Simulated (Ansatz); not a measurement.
Theory: Ansatz, DFT PBE, scalar-relativistic, plane waves, PAW. All cells share a 420 eV cutoff and Γ-centred k meshes spaced at most about 0.3 Å⁻¹ (about 0.25 or finer for metals, 2π included). No spin polarisation.

Each guess is relaxed in cell and atoms at zero pressure, on a coarse mesh first where it starts far from rest and then on a converged one. The steps can't lower the symmetry of the start, but it can rise. Energies are static (0 K, no zero-point motion).

Two unrelaxed guesses for Sc₅Al:

A.

```
CELL_PARAMETERS angstrom
5.14326 0.00000 0.00000
-2.57163 4.45419 0.00000
0.00000 0.00000 4.70948
ATOMIC_POSITIONS crystal
Sc 0.00000 0.66667 0.00000
Sc 0.66667 0.00000 0.00000
Sc 0.33333 0.33333 0.00000
Sc 0.33333 0.66667 0.50000
Sc 0.66667 0.33333 0.50000
Al 0.00000 0.00000 0.50000
```

B.

```
CELL_PARAMETERS angstrom
2.94068 0.00000 0.00000
0.00000 2.94068 0.00000
0.00000 0.00000 12.47625
ATOMIC_POSITIONS crystal
Sc 0.00000 0.00000 0.66667
Sc 0.50000 0.50000 0.83333
Sc 0.00000 0.00000 0.00000
Sc 0.50000 0.50000 0.16667
Sc 0.00000 0.00000 0.33333
Al 0.50000 0.50000 0.50000
```

Question: Do they relax into the same structure? If not, which is lower?

Answer: No. B ends lower, by 24 meV/atom. A: P-62m at 18.0 Å³/atom → P-62m at 22.9 Å³/atom; B: P4/mmm at 18.0 Å³/atom → P4/mmm at 23.0 Å³/atom. Counting all near atoms (those within 1.25 times the shortest distance at each site), the end of A and the end of B both have Sc 12, Al 12. End of A. Conventional cell: a = 5.591 Å, c = 5.065 Å. Around Sc on a site of symmetry m2m lie 10 Sc at 3.05–3.32 Å and 2 Al at 3.08 Å; around Sc on a site of symmetry -6 lie 9 Sc at 3.18–3.23 Å and 3 Al at 3.23 Å; around Al lie 12 Sc at 3.08–3.23 Å. End of B. Conventional cell: a = 3.252 Å, c = 13.047 Å. Around Sc on a site of symmetry 4mm lie 4 Al at 2.96 Å, 8 Sc at 3.25–3.28 Å and 1 Sc at 3.74 Å; Sc on a second site of symmetry 4mm is surrounded by 12 Sc at 3.25–3.28 Å; Al has 8 Sc at 2.96 Å and 4 Al at 3.25 Å; 1 more site not described.

Cells without such a test can be saddle points. Shaken at random and relaxed again, the end of B came back. The k mesh leaves some 4 meV/atom of noise in the energy of each metallic cell.
